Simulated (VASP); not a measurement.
# SiC (Moissanite 3C) (F-43m) in VASP: settings compared

One crystal, SiC (Moissanite 3C), is run at these levels: PBE+D3, PBE+D3(BJ); tasks: relaxation of cell and atoms.

All numbers are computed with VASP 6.6.1; they aren't measurements. Logs are shortened: lines on timing, memory, paths and dates and some standing lists are left out, and cuts for length are marked.

### Step 1. The structure

The structure is cubic, space group F-43m (No. 216). The conventional cell has a = 4.358 Å, b = 4.358 Å, c = 4.358 Å, α = 90.00°, β = 90.00°, γ = 90.00°. Around Si (site symmetry -43m) lie 4 C at 1.89 Å. C (site symmetry -43m) is surrounded by 4 Si at 1.89 Å.

### Step 2. Relaxation of cell and atoms, PBE+D3

Input file INCAR:

```
SYSTEM = SiC
PREC = Accurate
ENCUT = 600
EDIFF = 1E-6
ISMEAR = -1
SIGMA = 0.05
LREAL = .FALSE.
LASPH = .TRUE.
NELM = 100
ALGO = Normal
ISIF = 3
LWAVE = .FALSE.
LCHARG = .FALSE.
GGA = PE
IVDW = 11
IBRION = 2
NSW = 40
EDIFFG = -0.005
```

Input file KPOINTS:

```
Automatic mesh
0
G
  10 10 10
  0 0 0
```

Input file POSCAR:

```
SiC
1.0
    0.0000000000      2.1790000000      2.1790000000
    2.1790000000      0.0000000000      2.1790000000
    2.1790000000      2.1790000000      0.0000000000
Si C
1 1
Direct
    0.0000000000      0.0000000000      0.0000000000
    0.7500000000      0.7500000000      0.7500000000
```

Potentials or basis: VASP PAW PBE potentials, release 64 (Si, C).

Started as:

```
$ cat potpaw_PBE.64/Si/POTCAR potpaw_PBE.64/C/POTCAR > POTCAR
$ mpirun -np 1 vasp_std > vasp.out
```

OUTCAR:

```text
SYSTEM = SiC
   PREC = Accurate
   ENCUT = 600
   EDIFF = 1E-6
   ISMEAR = -1
   LREAL = .FALSE.
   LASPH = .TRUE.
   NELM = 100
   ISIF = 3
   GGA = PE
   IVDW = 11
   IBRION = 2
   NSW = 40
   EDIFFG = -0.005
 IVDW          = 11

 ion  position               nearest neighbor table
   1  0.000  0.000  0.000-   2 1.89   2 1.89   2 1.89   2 1.89
   2  0.750  0.750  0.750-   1 1.89   1 1.89   1 1.89   1 1.89

  LATTYP: Found a face centered cubic cell.
 ALAT       =     4.3580000000

  Lattice vectors:

 A1 = (   0.0000000000,   2.1790000000,   2.1790000000)
 A2 = (   2.1790000000,   0.0000000000,   2.1790000000)
 A3 = (   2.1790000000,   2.1790000000,   0.0000000000)

Analysis of symmetry for initial positions (statically):
=====================================================================
 Subroutine PRICEL returns:
 Original cell was already a primitive cell.

 Routine SETGRP: Setting up the symmetry group for a
 face centered cubic supercell.

 Subroutine GETGRP returns: Found 24 space group operations
 (whereof 24 operations were pure point group operations)
 out of a pool of 48 trial point group operations.

The static configuration has the point symmetry T_d .

Analysis of symmetry for dynamics (positions and initial velocities):
=====================================================================
 Subroutine PRICEL returns:
 Original cell was already a primitive cell.

 Routine SETGRP: Setting up the symmetry group for a
 face centered cubic supercell.

 Subroutine GETGRP returns: Found 24 space group operations
 (whereof 24 operations were pure point group operations)
 out of a pool of 48 trial point group operations.

The dynamic configuration has the point symmetry T_d .

 Subroutine INISYM returns: Found 24 space group operations
 (whereof 24 operations are pure point group operations),
 and found     1 'primitive' translations

----------------------------------------------------------------------------------------

                                     Primitive cell

  volume of cell :      20.6920

  direct lattice vectors                    reciprocal lattice vectors
     0.000000000  2.179000000  2.179000000    -0.229463056  0.229463056  0.229463056
     2.179000000  0.000000000  2.179000000     0.229463056 -0.229463056  0.229463056
     2.179000000  2.179000000  0.000000000     0.229463056  0.229463056 -0.229463056

  length of vectors
     3.081571352  3.081571352  3.081571352     0.397441672  0.397441672  0.397441672

  position of ions in fractional coordinates (direct lattice)
[... 71 lines left out ...]
   ISTART =      0    job   : 0-new  1-cont  2-samecut
   ICHARG =      2    charge: 1-file 2-atom 10-const
   ISPIN  =      1    spin polarized calculation?
   LNONCOLLINEAR =      F non collinear calculations
   LSORBIT =      F    spin-orbit coupling
   LASPH  =      T    aspherical Exc in radial PAW
   ENCUT  =  600.0 eV  44.10 Ry    6.64 a.u.   6.15  6.15  6.15*2*pi/ulx,y,z
   NELM   =    100;   NELMIN=  2; NELMDL= -5     # of ELM steps
   EDIFF  = 0.1E-05   stopping-criterion for ELM
   LREAL  =      F    real-space projection
   EDIFFG = -.5E-02   stopping-criterion for IOM
   NSW    =     40    number of steps for IOM
   IBRION =      2    ionic relax: 0-MD 1-quasi-New 2-CG
   NFREE  =      1    steps in history (QN), initial steepest desc. (CG)
   ISIF   =      3    stress and relaxation
   ISYM   =      2    0-nonsym 1-usesym 2-fastsym
   POTIM  = 0.5000    time-step for ionic-motion
   TEBEG  =    0.0;   TEEND  =   0.0 temperature during run
   PSTRESS=    0.0 pullay stress
   NELECT =       8.0000    total number of electrons
   NUPDOWN=      -1.0000    fix difference up-down
   EMIN   =  10.00;   EMAX   =-10.00  energy-range for DOS
   EFERMI =   0.00;   METHOD = LEGACY
   ISMEAR =    -1;   SIGMA  =   0.05  broadening in eV -4-tet -1-fermi 0-gaus
   EFERMI_NEDOS =   21; number of points for ismear=-14 and -15
   IALGO  =     38    algorithm
   IMIX   =      4    mixing-type and parameters
     AMIX     =   0.40;   BMIX     =  1.00
     AMIX_MAG =   1.60;   BMIX_MAG =  1.00
  volume/ion in A,a.u.               =      10.35        69.82
  Fermi-wavevector in a.u.,A,eV,Ry     =   1.192626  2.253736 19.352338  1.422357
  Thomas-Fermi vector in A             =   2.328660
   LORBIT       =      0    0 simple, 1 ext, 2 COOP (PROOUT), +10 PAW based schemes
   GGA     = PE    functional components
   LHFCALC =     F    Hartree Fock is set to
   AEXX    =    0.0000 exact exchange contribution
   IVDW    =    11    specifies the selected vdW correction
   LEPSILON=     F    determine dielectric tensor
   LRPA    =     F    only Hartree local field effects (RPA)
 conjugate gradient relaxation of ions
 non-spin polarized calculation
  energy-cutoff  :      600.00
  volume of cell :       20.69
 maximum number of plane-waves:       701
 NGX is ok and might be reduce to    28
   NGX = 13   NGY = 13   NGZ = 13

--------------------------------------- Ionic step        1  -------------------------------------------

 number of electron       8.0000000 magnetization

 Free energy of the ion-electron system (eV)
  ---------------------------------------------------
  ext. energy  EPLUGINS =         0.00000000
  ---------------------------------------------------
  free energy    TOTEN  =       -15.05911966 eV

  energy without entropy =      -15.05911964  energy(sigma->0) =      -15.05911965

------------------------ aborting loop because EDIFF is reached ----------------------------------------

 Edisp (eV)   -0.29098

 E8    (eV) :    -0.1385
[... 71 lines left out ...]
--------------------------------------- Ionic step        3  -------------------------------------------

 number of electron       8.0000000 magnetization

 Free energy of the ion-electron system (eV)
  ---------------------------------------------------
  ext. energy  EPLUGINS =         0.00000000
  ---------------------------------------------------
  free energy    TOTEN  =       -15.06072678 eV

  energy without entropy =      -15.06072677  energy(sigma->0) =      -15.06072677

 E-fermi :   8.7511     XC(G=0): -11.3345

 val. band max:        8.0509572832   @ k =   0.0000   0.0000   0.0000
 cond. band min:       9.4129918296   @ k =   0.5000   0.5000   0.0000
 fundamental gap:      1.3620345464
 Fermi energy:         8.7510950536

 k-point     1 :       0.0000    0.0000    0.0000
  band No.  band energies     occupation
      1      -7.3134      2.00000
      2       8.0510      2.00000
      3       8.0510      2.00000
      4       8.0510      2.00000
      5      14.2267      0.00000
      6      15.3248      0.00000
      7      15.3248      0.00000
      8      15.3248      0.00000
[... 243 lines left out ...]
 k-point    24 :       0.4000    0.3000    0.0000
  band No.  band energies     occupation
      1      -4.1856      2.00000
      2       2.4767      2.00000
      3       4.9099      2.00000
      4       5.4343      2.00000
      5      10.9176      0.00000
      6      13.6557      0.00000
      7      19.6201      0.00000
      8      19.9365      0.00000

 [... further k-points ...]

------------------------ aborting loop because EDIFF is reached ----------------------------------------

 Edisp (eV)   -0.28972

 E8    (eV) :    -0.1381
[... 25 lines left out ...]
  FREE ENERGIE OF THE ION-ELECTRON SYSTEM (eV)
  ---------------------------------------------------
  free  energy   TOTEN  =       -15.3504454813 eV

  energy  without entropy=      -15.3504454650  energy(sigma->0) =      -15.35044547

 reached required accuracy - stopping structural energy minimisation
```

It took 20 s on 1 thread of Intel Xeon Platinum 8375C at 2.90GHz (Ice Lake), shared host; peak memory 0.16 GiB.

Results:

```
Free energy                            : -15.3504 eV
Relaxed volume                         : 10.40 Å³/atom
Relaxed cell                           : a = 3.087 Å, b = 3.087 Å, c = 3.087 Å, α = 60.00°, β = 60.00°, γ = 60.00°
Space group after relaxing (to 0.05 Å) : F-43m (No. 216)
Energy gained by relaxing              : 0.2 meV/atom
Ionic steps                            : 3
Pressure after relaxing                : 0.0 GPa
Band gap on the k mesh                 : 1.36 eV, indirect (least direct gap 4.54 eV)
Dispersion energy per atom             : -0.145 eV
```

The path:
```tsv
step	energy change (eV)	largest force (eV/Å)	pressure (GPa)	volume (Å³)
1	0.0000	0.0000	1.10	20.69
2	0.0001	0.0000	-1.14	20.91
3	-0.0003	0.0000	0.01	20.79
```

Final structure:
```xyz
2
Lattice="0.0000 2.1826 2.1826 2.1826 0.0000 2.1826 2.1826 2.1826 0.0000" Properties=species:S:1:pos:R:3 pbc="T T T"
Si    0.0000    0.0000    0.0000
C     3.2739    3.2739    3.2739
```

A k mesh can miss the band edges. PBE gaps usually lie below the measured ones, often by a third to a half.

### Step 3. Relaxation of cell and atoms, PBE+D3(BJ)

Input file INCAR:

```
SYSTEM = SiC
  PREC = Accurate
  ENCUT = 600
  EDIFF = 1E-6
  ISMEAR = -1
  SIGMA = 0.05
  LREAL = .FALSE.
  LASPH = .TRUE.
  NELM = 100
  ALGO = Fast
  ISIF = 3
  LWAVE = .FALSE.
  LCHARG = .FALSE.
  GGA = PE
  IVDW = 12
  IBRION = 2
  NSW = 40
  EDIFFG = -0.01
```

KPOINTS is that of step 2.

POSCAR is that of step 2.

Potentials or basis: VASP PAW PBE potentials, release 64 (Si, C).

Started as:

```
$ cat potpaw_PBE.64/Si/POTCAR potpaw_PBE.64/C/POTCAR > POTCAR
$ mpirun -np 1 vasp_std > vasp.out
```

It took 20 s on 1 thread of Intel Xeon Platinum 8375C at 2.90GHz (Ice Lake), shared host; peak memory 0.16 GiB.

It converged, with:

```yaml
Free_energy: -15.6621 eV
Relaxed_volume: 10.27 Å³/atom
Relaxed_cell: a = 3.074 Å, b = 3.074 Å, c = 3.074 Å, α = 60.00°, β = 60.00°, γ = 60.00°
Space_group_after_relaxing_to_0.05_Å: F-43m (No. 216)
Energy_gained_by_relaxing: 0.4 meV/atom
Ionic_steps: 3
Pressure_after_relaxing: 0.0 GPa
Band_gap_on_the_k_mesh: 1.35 eV, indirect (least direct gap 4.55 eV)
Dispersion_energy_per_atom: -0.303 eV
```

The path:
| step | energy change (eV) | largest force (eV/Å) | pressure (GPa) | volume (Å³) |
| --- | --- | --- | --- | --- |
| 1 | 0.0000 | 0.0000 | -1.59 | 20.69 |
| 2 | 0.0000 | 0.0000 | 1.72 | 20.39 |
| 3 | -0.0008 | 0.0000 | 0.01 | 20.54 |

Final structure:
```
Si C
1.0
     0.00000    2.17364    2.17364
     2.17364    0.00000    2.17364
     2.17364    2.17364    0.00000
Si C
1 1
Direct
  0.00000 0.00000 0.00000
  0.75000 0.75000 0.75000
```

Levels at points of the mesh, in eV from the valence-band top:
| k point | band 2 | band 3 | band 4 | band 5 | band 6 | band 7 |
| --- | --- | --- | --- | --- | --- | --- |
| (0.00, 0.00, 0.00) | 0.00 | 0.00 | 0.00 | 6.32 | 7.36 | 7.36 |
| (0.50, 0.00, 0.00) | -8.57 | -1.05 | -1.05 | 5.50 | 7.26 | 7.26 |
| (0.50, 0.50, 0.00) | -7.82 | -3.20 | -3.20 | 1.35 | 4.35 | 14.12 |

A k mesh can miss the band edges. PBE gaps usually lie below the measured ones, often by a third to a half.

### Step 4. For comparison

An earlier run on the cell as given: functional PBE; potentials or basis VASP PAW PBE potentials, release 64 (Si, C); cutoff 520 eV; k mesh 10 × 10 × 10; occupations fermi-dirac, width 0.05 eV; no spin polarisation.

- Pressure: 3.2 GPa
- Band gap on the k mesh: 1.36 eV, indirect (least direct gap 4.54 eV)

### Step 5. Summary

```tsv
task	level	cell	cutoff (eV)	gap on the mesh (eV)	pressure (GPa)	relaxed volume (Å³/atom)
relaxation of cell and atoms	PBE+D3	relaxed	600	1.36	0.0	10.40
relaxation of cell and atoms	PBE+D3(BJ)	relaxed	600	1.35	0.0	10.27
single point	PBE	as given	520	1.36	3.2	-
```

Alike in all rows: potentials or basis VASP PAW PBE potentials, release 64 (Si, C); no spin polarisation; k mesh 10 × 10 × 10; smearing fermi-dirac 0.05 eV.

Absolute energies hang on the potentials; compare differences alone.
